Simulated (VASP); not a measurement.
A run of VASP 6.6.1 is set up as follows.

The input INCAR:

```
SYSTEM = C
PREC = Accurate
ENCUT = 600
EDIFF = 1E-7
ISMEAR = 0
SIGMA = 0.03
LREAL = .False.
LASPH = .True.
NELM = 80
ALGO = Normal
ISIF = 2
LWAVE = .False.
LCHARG = .False.
GGA = PS
IBRION = 2
NSW = 40
EDIFFG = -0.01
```

The input KPOINTS:

```
Automatic mesh
0
Gamma
  14 14 14
  0 0 0
```

File POSCAR:

```
C                                       
1.0
    0.0000000000      1.7774542777      1.7774542777
    1.7774542777      0.0000000000      1.7774542777
    1.7774542777      1.7774542777      0.0000000000
  C             
     2
Direct
     0.0000000000000000    0.0000000000000000    0.0000000000000000
     0.2500000000000000    0.2500000000000000    0.2500000000000000
```

Potentials or basis: VASP PAW PBE potentials, release 64 (C).

Run with:

```console
$ cat potpaw_PBE.64/C/POTCAR > POTCAR
$ mpirun -np 1 vasp_std > vasp.out
```

Estimate the band gap on the k mesh.

4.03 eV, indirect (least direct gap 5.57 eV).

Final structure:
```yaml
crystal:
  lattice:
    - [0.00000, 1.77745, 1.77745]
    - [1.77745, 0.00000, 1.77745]
    - [1.77745, 1.77745, 0.00000]
  atoms:
    - { symbol: C, position: [0.00000, 0.00000, 0.00000] }
    - { symbol: C, position: [0.25000, 0.25000, 0.25000] }
```

Caveat: the relaxation stopped at its first step, so nothing moved. PBEsol gaps usually lie below the measured ones, often by a third to a half.
